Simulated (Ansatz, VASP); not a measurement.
**One calculation of Si, two programs**

```xyz
4
Lattice="4.7881 0.0000 0.0000 -2.3940 4.1466 0.0000 0.0000 0.0000 3.4580" Properties=species:S:1:pos:R:3 pbc="T T T"
Si    1.7821    0.0000    0.0000
Si   -0.8911    1.5434    0.0000
Si    1.5030    2.6032    0.0000
Si    0.0000    0.0000    1.7290
```

Alike in both runs: functional PBE; k mesh 12 × 12 × 14; occupations gaussian, width 0.1 eV; no spin polarisation.

Ansatz relaxed the structure, and its values are those at the end. VASP's run is a single point on that final structure, the one shown.

|  | VASP | Ansatz |
| --- | --- | --- |
| version | VASP 6.6.1 | Ansatz 0.2.0 |
| potentials or method | VASP PAW PBE potentials, release 64 (Si) | scalar-relativistic, plane waves, PAW |
| plane-wave cutoff (eV) | 520 | 420 |
| valence electrons in the cell | 16 | 16 |

Ansatz gave:

* gap on the k mesh at the Fermi level (eV): none
* pressure (GPa): 0.0
* rms of the force components (eV/Å): 0.004

Q: Which values does VASP return?

A: gap on the k mesh at the Fermi level (eV): none; pressure (GPa): -0.1; rms of the force components (eV/Å): 0.006.

A gap of «none» marks a metal or a gap that the smearing closes.
